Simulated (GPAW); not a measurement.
Crystal: Ge.

```
Ge
1.0
    -2.49590    2.65086    1.43695
     2.49590   -2.65086    1.43695
     2.49590    2.65086   -1.43695
Ge
2
Cartesian
  0.0000 1.3254 0.1841
  2.4959 1.3254 1.2529
```

This isn't the form of Ge at room conditions, which is diamond.

Base run:

| Quantity | Value |
| --- | --- |
| Program | GPAW 26.7.0 |
| Functional | r2SCAN |
| Potentials or basis | GPAW PAW data sets (gpaw-data 1.2.1) |
| Cutoff | 450 eV |
| Basis | pw |
| k mesh | 9 × 9 × 9 |
| Occupations | fermi-dirac, width 0.05 eV |
| Spin | no spin polarisation |

Its results: pressure -1.6 GPa; largest force 0.076 eV/Å.

Q: The run is repeated on the same cell with these changes: functional from r2SCAN to LDA; potentials or basis from GPAW PAW data sets (gpaw-data 1.2.1) to the program's PAW data sets (release 1.2.1) made for this functional; cutoff from 450 eV to 600 eV. What comes out?

A: Pressure -4.2 GPa; largest force 0.046 eV/Å.

Caveats: the cutoff is short for stress and forces, so pressures can be off by a GPa or more (some runs); the PAW data sets were made with another functional, which shifts forces and pressure a little (some runs).

Not every run made on this cell is shown here.
